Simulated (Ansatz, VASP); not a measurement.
# Mo (Mo strained to the junction's net) in two plane-wave programs

Aim: how closely do two programs agree when they are given the same cell, functional and k mesh? The structure shown is the end of the Ansatz relaxation below.

Main program and level: Ansatz 0.2.0; plane waves, with VASP 6.6.1 beside it; single point at PBE.

## (1) The structure

Symmetry: I4/mmm, No. 139, tetragonal system. Conventional cell: a = 3.111 Å, b = 3.111 Å, c = 3.196 Å, α = 90.00°, β = 90.00°, γ = 90.00°. Nearest to Mo lie 8 Mo at 2.72 Å.

## (2) Ansatz: relaxation, PBE

Ansatz runs on its default PAW (the set named soft_2) files.

This run makes the geometry at which the two programs are then compared.

input.yaml

```yaml
crystal:
  lattice:
    - [3.111, 0.0, 0.0]
    - [0.0, 3.111, 0.0]
    - [0.0, 0.0, 3.1773]
  atoms:
    - { symbol: Mo, position: [0.0, 0.0, 0.0] }
    - { symbol: Mo, position: [0.5, 0.5, 0.5] }
kpoints:
  mp_grid: { grid: [12, 12, 10] }
scf:
  occupations: { method: fermi_dirac, width: 0.1 }
  max_iter: 150
hamiltonian:
  xc: pbe
relax:
  f_tol: 0.01
  max_steps: 40
  cell: { fix: [a, b, angles] }
```

Command:

```
$ ansatz run input.yaml --threads 4 --pin off --max-ram 12288MiB --backend cpu --events-out ev --progress --plain --runs-dir out
```

Numbers of over 12 decimals in the logs are rounded to 6 here.

Log:

```text
Engine: ansatz 0.2.0, aarch64-unknown-linux-gnu
Pseudopotentials: kind: paw
Pseudopotential: Mo, paw, valence charge 14, recommended cutoff 420 eV (normal), Mo.paw.azcp
Functional definition: PBE
  parameter kappa = 0.804
  parameter beta = 0.066725
  exchange = pbe_x(kappa = kappa, mu = beta*pi^2/3)
  correlation = pbe_c(beta = beta)
Crystal: 2 atoms, lattice volume = 30.751 Å³
Basis set: ecut = 420 eV, 619 PW (Γ), exchange–correlation on 48×48×48 points (8 copies of the dense FFT grid, shifted against one another)
Bands: 18, of which v1, the nominal top of the filled ones, is band 14 counted from 1 (13 counted from 0)
Symmetry: 32 space group operations
Space group: I4/mmm (ITA 139), of the structure as read, at distance tolerance 3.1e-5 Å
k-points: 168 of 1440
Non-local potential: Mo, projectors of the file, l = 0: 3, l = 1: 2, l = 2: 2, l = 3: 1
PAW form: soft (Blöchl's): semilocal exchange-correlation on the pseudo side does not see the compensation charge
PAW one-centre angular grid: Mo, 590 points (default); XC on 64 Gauss nodes
Initial density: superposition of atomic densities (neutral atoms: chi_scale 0, normalization atom), corrected by the library's trained network
Initial wavefunctions: pseudopotential atomic-orbital guess
Functional: x = pbe(κ = 0.804, μ = 0.219515), c = pbe(β = 0.066725)
SCF iter   1: F=—  HF=-9912.039159 eV  |F-HF|=—  |Δ(HF+E_count)|=         —  Δρ=3.10e-3  dr2=1.32e-3  ethr=1.77e-3  ⟨swp⟩=5.1  Hψ=13401  notcnv=0
preconditioner: auto → none  [metal: Δε(μ)=0.024 eV  Ē_g=4.713 eV  σ=0.100 eV  W_gap=0.06  n_scr=6 (ndim 8)  ℏωp=23.2 eV  f_vac=0.000  D(μ)=1.15/eV (n_scr^D=6)  sad-step TF]
SCF iter   2: F=—  HF=-9912.039009 eV  |F-HF|=—  |Δ(HF+E_count)|=   1.51e-4  Δρ=1.86e-3  dr2=4.85e-4  ethr=4.73e-6  ⟨swp⟩=2.2  Hψ=5637  notcnv=0
SCF iter   3: F=—  HF=-9912.038992 eV  |F-HF|=—  |Δ(HF+E_count)|=   1.61e-5  Δρ=3.87e-4  dr2=3.49e-5  ethr=1.73e-6  ⟨swp⟩=1.0  Hψ=3122  notcnv=0
SCF iter   4: F=—  HF=-9912.038980 eV  |F-HF|=—  |Δ(HF+E_count)|=   1.20e-5  Δρ=1.40e-4  dr2=1.96e-6  ethr=1.25e-7  ⟨swp⟩=2.3  Hψ=5236  notcnv=0
SCF iter   5: F=—  HF=-9912.038981 eV  |F-HF|=—  |Δ(HF+E_count)|=   9.84e-7  Δρ=4.10e-5  dr2=3.53e-7  ethr=7.00e-9  ⟨swp⟩=2.0  Hψ=5404  notcnv=0
SCF iter   6: F=-9912.038981 eV  HF=-9912.038981 eV  |F-HF|=2.39e-8  |Δ(HF+E_count)|=   1.43e-7  Δρ=1.26e-5  dr2=2.79e-8  ethr=3.57e-10  ⟨swp⟩=4.0  Hψ=10489  notcnv=0
SCF 1 converged in 6 iterations: F = -9912.038981 eV  dr2 = 2.79e-8
  greatest PAW one-centre occupation: 0.998 electrons in one spin orbital (limit 2), on the Mo atom at site 1 (counted from 0), in its partial waves of l = 0
relax step   1: F+E_penalty+E_count = -9912.03898126 eV  Δ(F+E_penalty+E_count) = +0.000e0 eV  max|allowed force component| = 1.726e-30 eV/Å  Δτ_max = 0.0000 Å  P = +7.362 GPa  Ω = 30.751 Å³  fix = [a, b, alpha, beta, gamma]  reactions: a +9.670, b +9.670 GPa  (6 SCF iters, dr2 threshold 1.00e-7 eV, accepted)
[...]
relax step   2: F+E_penalty+E_count = -9912.03349400 eV  Δ(F+E_penalty+E_count) = +5.487e-3 eV  max|allowed force component| = 6.409e-30 eV/Å  Δτ_max = 0.0000 Å  P = +2.455 GPa  Ω = 31.313 Å³  energy of the carried Pulay correction = -1.754e-4 eV  fix = [a, b, alpha, beta, gamma]  (6 SCF iters, dr2 threshold 2.00e-7 eV, rejected (line search))
[...]
relax step   3: F+E_penalty+E_count = -9912.04042848 eV  Δ(F+E_penalty+E_count) = -1.447e-3 eV  max|allowed force component| = 2.071e-30 eV/Å  Δτ_max = 0.0000 Å  P = +5.682 GPa  Ω = 30.936 Å³  energy of the carried Pulay correction = -5.819e-5 eV  fix = [a, b, alpha, beta, gamma]  reactions: a +8.586, b +8.586 GPa  (6 SCF iters, accepted)
[...]
relax step   4: F+E_penalty+E_count = -9912.04043439 eV  Δ(F+E_penalty+E_count) = -5.900e-6 eV  max|allowed force component| = 1.021e-29 eV/Å  Δτ_max = 0.0000 Å  P = +5.756 GPa  Ω = 30.928 Å³  energy of the carried Pulay correction = -5.557e-5 eV  fix = [a, b, alpha, beta, gamma]  reactions: a +8.634, b +8.634 GPa  (6 SCF iters, dr2 threshold 3.99e-8 eV, accepted)
[...]
relax step   5: F+E_penalty+E_count = -9912.04048933 eV  Δ(F+E_penalty+E_count) = -5.495e-5 eV  max|allowed force component| = 1.627e-30 eV/Å  Δτ_max = 0.0000 Å  P = +5.755 GPa  Ω = 30.928 Å³  fix = [a, b, alpha, beta, gamma]  reactions: a +8.633, b +8.633 GPa  stress off target by 9.13e-4 GPa on what of the cell is left free  SCF on the basis re-selected at this cell (its energy is not comparable with the rows above)  (8 SCF iters)
basis re-selected at this cell: Δ(F+E_penalty+E_count) = -5.495e-5 eV, ΔP = -0.001 GPa vs the last step (what re-selecting the basis moved, of the pressure what is left beyond the Pulay correction that the steps carried, after the strain that the cell walked since its last selection, with what the two solves' SCF thresholds leave and, on support functions, any second-order correction that the steps lacked; it is no m [...]
SCF converged after 8 iterations
Free energy (F): -9912.040489 eV
Harris-Foulkes:  -9912.040489 eV  (|F-HF|=3.64e-12)
Internal energy: -9912.000406 eV  (E = F + TS)
E sigma→0 (E₀):  -9912.020448 eV
Entropy (-TS):   -0.040083 eV (-20.042 meV/atom)
Fermi energy:    21.380271 eV
--- Per-component energies (eV) ---
  E_band       = -102.509038
  E_kinetic    = 883.156180
  E_local      = -1552.279691  (includes V_loc(G=0)·N_el)
  E_nonlocal   = 285.385794
  E_hartree    = 514.028390
  E_xc         = -367.612334
  E_vxc        = -458.878408  (∫ρ·V_xc dr)
  E_paw        = -6402.561801  (= ΣΔE_a)
  E_vpaw       = -287.949780  (= ΣTr[D̂ρ^β])
  E_aug_tail   = 0.000088  (compensation charges beyond the density's cutoff)
  E_ewald      = -3272.117032
  E_smearing   = -0.040083  (= −TS)
  E_closure    = -0.000000  (closes the sum)
  Σ components = -9912.040489   (vs F -9912.040489, Δ=0.00e0)
--- Forces (eV/Å), atoms counted from 1 ---
  atom   1  Mo     0.00000000     0.00000000     0.00000000
  atom   2  Mo     0.00000000     0.00000000    -0.00000000
  max |Σ_I F_I| component: 1.12e-29 eV/Å
--- Stress (GPa, compression-positive) ---
        8.632706      -0.000000       0.000000
       -0.000000       8.632706       0.000000
        0.000000       0.000000      -0.000913
  P = ⅓ Tr σ = 5.7548 GPa (57.548 kbar)
--- Band table (eV; the first three rows and the last of 168) ---
  k-point 0: bands = [... 10 lower, 15.8910, 19.8924, 19.8924, 20.1985, 22.8461, 23.2392, 25.3484, 25.4440]
  k-point 1: bands = [... 10 lower, 16.0051, 19.8964, 19.8964, 20.2925, 22.5542, 23.3169, 24.8711, 24.8711]
  k-point 2: bands = [... 10 lower, 16.4999, 19.9338, 19.9338, 20.5709, 21.7840, 23.5281, 23.7292, 23.7292]
  k-point 167: bands = [... 10 lower, 18.7767, 18.7767, 18.7767, 18.7767, 23.7350, 23.7350, 23.9644, 23.9644]
--- Relaxed structure (4 steps of the walk, 3 accepted, 1 SCFs on fresh bases) ---
  F+E_penalty+E_count = -9912.04048933 eV   max|allowed force component| = 1.627e-30 eV/Å   (the final SCF, on the basis selected at the relaxed cell)
  cell:  # Å, volume = 30.9280 Å³
    - [3.111, 0, 0.0]
    - [0, 3.111, 0.0]
    - [0.0, 0.0, 3.195598]
  atoms:
    - { symbol: Mo, position: [0.0, 0.0, 0.0] }
    - { symbol: Mo, position: [0.5, 0.5, 0.5] }
```

## (3) VASP: single point, PBE

The same cell, functional, mesh and smearing now go to VASP, with its own data sets.

Lines of VASP's logs that name or quote its potential files are left out, and so is its time.

INCAR

```
SYSTEM = Mo
PREC = Accurate
ENCUT = 500
EDIFF = 1E-06
NELM = 120
ISMEAR = -1
SIGMA = 0.1
LREAL = .FALSE.
ALGO = Normal
GGA = PE
NBANDS = 20
LASPH = .TRUE.
LORBIT = 11
LWAVE = .FALSE.
LCHARG = .FALSE.
ISIF = 2
GGA_COMPAT = .FALSE.
```

POSCAR

```
Mo
1.0
    3.1110000000      0.0000000000      0.0000000000
    0.0000000000      3.1110000000      0.0000000000
    0.0000000000      0.0000000000      3.1955977434
Mo
2
Direct
    0.0000000000      0.0000000000      0.0000000000
    0.5000000000      0.5000000000      0.5000000000
```

KPOINTS

```
Automatic mesh
0
Gamma
12 12 10
0 0 0
```

The projector-augmented-wave data sets are Mo_sv (PBE family, release 64).

Command:

```
$ mpirun -np 1 vasp_std
```

Log:

```text
[banner, memory and clock lines left out]
running    1 mpi-ranks, on    1 nodes
 distrk:  each k-point on    1 cores,    1 groups
 distr:  one band on    1 cores,    1 groups

 POSCAR found type information on POSCAR Mo
 POSCAR found :  1 types and       2 ions
 LDA part: xc-table for (Slater+PW92), standard interpolation
 POSCAR, INCAR and KPOINTS ok, starting setup
 FFT: planning ... GRIDC
 FFT: planning ... GRID_SOFT
 FFT: planning ... GRID
 WAVECAR not read
 entering main loop
       N       E                     dE             d eps       ncg     rms          rms(c)
DAV:   1     0.267550995846E+03    0.26755E+03   -0.16685E+04  6720   0.142E+03
DAV:   2    -0.172290819333E+02   -0.28478E+03   -0.27731E+03  7564   0.440E+02
DAV:   3    -0.231212579139E+02   -0.58922E+01   -0.57937E+01  7348   0.633E+01
DAV:   4    -0.231534192710E+02   -0.32161E-01   -0.32143E-01  7104   0.481E+00
DAV:   5    -0.231536136905E+02   -0.19442E-03   -0.19442E-03  7244   0.383E-01    0.213E+01
DAV:   6    -0.220301561110E+02    0.11235E+01   -0.21714E+00  6836   0.133E+01    0.595E+00
DAV:   7    -0.218729761571E+02    0.15718E+00   -0.47007E-01  7020   0.565E+00    0.127E+00
DAV:   8    -0.218651270395E+02    0.78491E-02   -0.86032E-03  6892   0.950E-01    0.265E-01
DAV:   9    -0.218652505883E+02   -0.12355E-03   -0.27657E-04  8312   0.175E-01    0.986E-02
DAV:  10    -0.218652709501E+02   -0.20362E-04   -0.28019E-05  6896   0.534E-02    0.132E-02
DAV:  11    -0.218652713504E+02   -0.40028E-06   -0.59201E-07  3564   0.583E-03
   1 F= -.21865271E+02 E0= -.21845202E+02  d E =-.401395E-01
```

Parts of OUTCAR (step 3):

```text
ion  position               nearest neighbor table
   1  0.000  0.000  0.000-   2 2.72   2 2.72   2 2.72   2 2.72   2 2.72   2 2.72   2 2.72   2 2.72

  LATTYP: Found a simple tetragonal cell.
 ALAT       =     3.1110000000
 C/A-ratio  =     1.0271931030

 Subroutine GETGRP returns: Found 16 space group operations
 (whereof 16 operations were pure point group operations)

The static configuration has the point symmetry D_4h.

 Found    168 irreducible k-points:

   k-points           NKPTS =    168   k-points in BZ     NKDIM =    168   number of bands    NBANDS=     20

   dimension x,y,z NGX =    24 NGY =   24 NGZ =   24
   dimension x,y,z NGXF=    48 NGYF=   48 NGZF=   48

   ENCUT  =  500.0 eV  36.75 Ry    6.06 a.u.   5.67  5.67  5.83*2*pi/ulx,y,z

   NELECT =      28.0000    total number of electrons

 k-points in reciprocal lattice and weights: Automatic mesh
   0.00000000  0.00000000  0.00000000       0.001
   0.08333333  0.00000000  0.00000000       0.003
   0.16666667  0.00000000  0.00000000       0.003
   0.25000000  0.00000000  0.00000000       0.003
   0.33333333  0.00000000  0.00000000       0.003
   0.41666667  0.00000000  0.00000000       0.003
   0.50000000  0.00000000  0.00000000       0.001
   0.08333333  0.08333333  0.00000000       0.003
   0.16666667  0.08333333  0.00000000       0.006
[...]
0.50000000  0.41666667  0.50000000       0.003
   0.50000000  0.50000000  0.50000000       0.001

 average (electrostatic) potential at core
       1 -68.9963       2 -68.9963

 E-fermi :  12.7764

 k-point     1 :       0.0000    0.0000    0.0000
  band No.  band energies     occupation
    ...
     10       7.2104      2.00000
     11       7.2831      2.00000
     12      11.2891      2.00000
     13      11.2891      2.00000
     14      11.5956      1.99999
     15      14.2457      0.00000
     16      14.6388      0.00000
     17      16.7497      0.00000
     18      16.8453      0.00000
     19      16.8453      0.00000
    ...

 k-point     2 :       0.0833    0.0000    0.0000
  band No.  band energies     occupation
    ...
     10       7.3042      2.00000
     11       7.4150      2.00000
     12      11.2728      2.00000
     13      11.3589      2.00000
     14      11.5763      1.99999
     15      14.2033      0.00000
     16      14.5514      0.00000
     17      16.3208      0.00000
     18      16.3480      0.00000
     19      16.7074      0.00000
    ...

 k-point     3 :       0.1667    0.0000    0.0000
  band No.  band energies     occupation
    ...
     10       7.5604      2.00000
     11       7.8054      2.00000
     12      11.2431      2.00000
     13      11.5378      1.99999
     14      11.5669      1.99999
     15      13.7191      0.00016
     16      14.6915      0.00000
     17      15.3323      0.00000
     18      15.3957      0.00000
     19      16.3184      0.00000
    ...

  Total        1.7782277      1.7782277      0.1131721      0.0000000      0.0000000      0.0000000
  in kB       92.1182833     92.1182833      5.8627036      0.0000000      0.0000000      0.0000000
  external PRESSURE =      63.3664234 kB  Pullay stress =       0.0000000 kB

  energy-cutoff  :      500.00
  volume of cell :       30.93
      direct lattice vectors                 reciprocal lattice vectors
     3.111000000  0.000000000  0.000000000     0.321440051  0.000000000  0.000000000
     0.000000000  3.111000000  0.000000000     0.000000000  0.321440051  0.000000000
     0.000000000  0.000000000  3.195597743     0.000000000  0.000000000  0.312930500

 POSITION                                       TOTAL-FORCE (eV/Angst)
 -----------------------------------------------------------------------------------
      0.00000      0.00000      0.00000         0.000000      0.000000     -0.000000
      1.55550      1.55550      1.59780        -0.000000     -0.000000      0.000000
 -----------------------------------------------------------------------------------
    total drift:                                0.000000      0.000000     -0.000000

  FREE ENERGIE OF THE ION-ELECTRON SYSTEM (eV)
  ---------------------------------------------------
  free  energy   TOTEN  =       -21.8652713504 eV

  energy  without entropy=      -21.8251318230  energy(sigma->0) =      -21.84520159

 total charge
# of ion       s       p       d       tot
------------------------------------------
    1        2.386   6.209   3.931  12.526
    2        2.386   6.209   3.931  12.526
--------------------------------------------------
tot          4.772  12.418   7.862  25.052

[... 3 further parts left out ...]
```

The run ends at a pressure of 6.34 GPa.

## (4) Differences

Known differences besides the potentials themselves: the cutoff is 420 eV in Ansatz and 500 eV in VASP; Ansatz's pressure holds a Pulay correction, VASP's none. Total energies have different zeros and are not compared.

Compared:

| quantity | Ansatz | VASP | difference |
| --- | --- | --- | --- |
| pressure (GPa) | 5.75 | 6.34 | -0.58 |

## (5) Summary of results

| Property | Result |
| --- | --- |
| difference in pressure (single point, PBE) | -0.58 GPa |

What this shows: The difference in pressure is -0.58 GPa (single point, PBE), within the 1 GPa picked in this series as the mark of a large difference. Such differences can come from data sets, numerical settings and the points named under the comparisons, not from the functional's error against experiment.

[Lines on the potential files, build, host, timing and source positions are cut from VASP's logs without a mark.]

[Logs are printed without paths, hosts, clocks, repeated set-up lines and the standing remarks that a program may print on its own settings, such as how far it seeks lower states.]

[Hosts, paths, dates, database ids (printed as entryN), source tags and the programs' standing remarks are cut or masked in the printed files.]
